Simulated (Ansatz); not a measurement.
Runs of Ansatz 0.2.0 on Si2W. It takes space group P6_222 (No. 180, hexagonal). Conventional cell: a = 4.617 Å, b = 4.617 Å, c = 6.653 Å, α = 90.00°, β = 90.00°, γ = 120.00°. W (site symmetry 222) has 10 Si at 2.59 to 2.69 Å as nearest neighbours. Si (site symmetry 2) has 5 Si at 2.57 to 2.69 Å and 5 W at 2.59 to 2.69 Å as nearest neighbours. Measurements of this composition are mostly on another form, of space group No. 139.

```tsv
task	level	cell	cutoff (eV)	points for each segment of the path	gap on the mesh (eV)	pressure (GPa)	relaxed volume (Å³/atom)	largest force (eV/Å)
relaxation of cell and atoms	LDA	relaxed	420	-	0.21	0.0	13.09	0.01
band structure	LDA	as given	420	10	-	-9.2	-	0.06
relaxation of cell and atoms	PBEsol	relaxed	420	-	0.23	0.0	13.31	-
relaxation of cell and atoms	PBE	relaxed	420	-	0.23	0.0	(a)	-
band structure	r2SCAN	as given	500	10	(b)	-5.1	-	-
band structure	PBEsol	as given	420	10	-	-5.6	-	0.04
relaxation of cell and atoms	r2SCAN	relaxed	500	-	0.34	0.0	13.34	-
```

Alike in all rows: potentials or basis Ansatz PAW; no spin polarisation; k mesh 7 × 7 × 4; smearing fermi-dirac 0.05 eV.

Problem. Estimate the missing entries.

Solution. (a) 13.62; (b) 0.33.

Caveats: spin-orbit coupling is left out, which moves the levels of the heavy elements; the PAW data sets come from PBE, with cores solved anew for the run's functional, which leaves a small shift of forces and pressure (some runs); odd divisions of the mesh miss points on the zone boundary, where band edges often lie, so the gap on the mesh can be too wide (some runs); the plane-wave basis is chosen anew once the cell has moved, so the energies of steps on either side of that aren't comparable (some runs); the k mesh misses the band edges, so the gap on the mesh is wider than the one along the path (some runs).

A k mesh can miss the band edges, and the runs leave out spin-orbit coupling on W.
